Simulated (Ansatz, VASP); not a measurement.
## One calculation of LiF, two programs

The input POSCAR:

```
LiF
1.0
    0.0000000000      1.9948717406      2.0946153276
    1.9948717406      0.0000000000      2.0946153276
    1.9948717406      1.9948717406      0.0000000000
Li F
1 1
Direct
    0.0000000000      0.0000000000      0.0000000000
    0.5000000000      0.5000000000      0.5000000000
```

INCAR.step1

```
PREC = Accurate
ENCUT = 520
ISMEAR = 0
SIGMA = 0.01
LREAL = False
LASPH = True
NELM = 100
NBANDS = 12
GGA = PE
ALGO = Normal
EDIFF = 1E-4
LWAVE = True
LCHARG = False
```

The input INCAR.step2:

```
PREC = Accurate
ENCUT = 520
EDIFF = 1E-6
ISMEAR = 0
SIGMA = 0.01
LREAL = False
LASPH = True
NELM = 100
ALGO = Normal
ISIF = 2
LWAVE = False
LCHARG = False
METAGGA = R2SCAN
LMIXTAU = True
NBANDS = 12
ISTART = 1
```

Contents of KPOINTS:

```
regular mesh
0
Gamma
  10 10 10
```

Input for Ansatz:

```yaml
crystal:
  lattice:
    - [0.0, 1.9948717406, 2.0946153276]
    - [1.9948717406, 0.0, 2.0946153276]
    - [1.9948717406, 1.9948717406, 0.0]
  atoms:
    - { symbol: Li, position: [0.0, 0.0, 0.0] }
    - { symbol: F, position: [0.5, 0.5, 0.5] }
kpoints:
  mp_grid: { grid: [10, 10, 10] }
  band_path:
    path:
      - [0.0, 0.0, 0.0]
      - [0.5, 0.0, 0.5]
      - [0.625, 0.25, 0.625]
      - [0.375, 0.375, 0.75]
      - [0.5, 0.5, 0.5]
      - [0.5, 0.25, 0.75]
    npoints: 1
hamiltonian:
  xc: r2scan
scf:
  occupations: { method: fixed }
  n_extra_bands: 4
output:
  forces: true
  stress: true
  eigenvalues: true
```

Change from the starting cell: uniaxial_z strain +5.0%.

Alike in both runs: task single point; functional r2SCAN; k mesh 10 × 10 × 10; no spin polarisation.

|  | VASP | Ansatz |
| --- | --- | --- |
| version | VASP 6.6.1 | Ansatz 0.2.0 |
| potentials or method | VASP PAW PBE potentials, release 64 (Li_sv, F) | plane waves, PAW |
| plane-wave cutoff (eV) | 520 | 500 |
| occupations | gaussian, width 0.01 eV | fixed |
| valence electrons in the cell | 10 | 10 |

|  | VASP | Ansatz | Ansatz less VASP |
| --- | --- | --- | --- |
| gap on the k mesh at the Fermi level (eV) | 10.00 | 9.80 | -0.194 |

 A k mesh can miss the band edges.
